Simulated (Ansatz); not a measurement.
## Fe (P6_3/mmc)

Method: DFT PBEsol, scalar-relativistic, plane waves, PAW in Ansatz.

Plane waves to 420 eV, a k mesh through Γ of 18×18×12 on the computed 2-atom cell and Gaussian smearing (0.10 eV); no spin polarisation.

The structure is relaxed at this level of theory with its symmetry kept. This form isn't the element's structure at ambient conditions.

```
Fe
1.0
     2.42893    0.00000    0.00000
    -1.21447    2.10352    0.00000
     0.00000    0.00000    3.84163
Fe
2
Direct
  0.33333 0.66667 0.25000
  0.66667 0.33333 0.75000
```

```
Space group                                                       : P6_3/mmc (No. 194)
Volume per atom                                                   : 9.81 Å³
Formation energy from the elements' standard states (uncorrected) : -0.027 eV/atom
Kohn–Sham band gap                                                : none (metal)
Density of states at the Fermi level                              : 2.34 states/eV per cell
Löwdin character within 0.5 eV of the Fermi level                 : Fe 3d 96 %
Bulk modulus                                                      : 324 GPa
Its pressure derivative                                           : 4.5
Bader charges (e)                                                 : Fe (2 in the cell) 0.00
```

A ferromagnetic start lost its moments in a first run, so spin was left out; other magnetic orders weren't tried.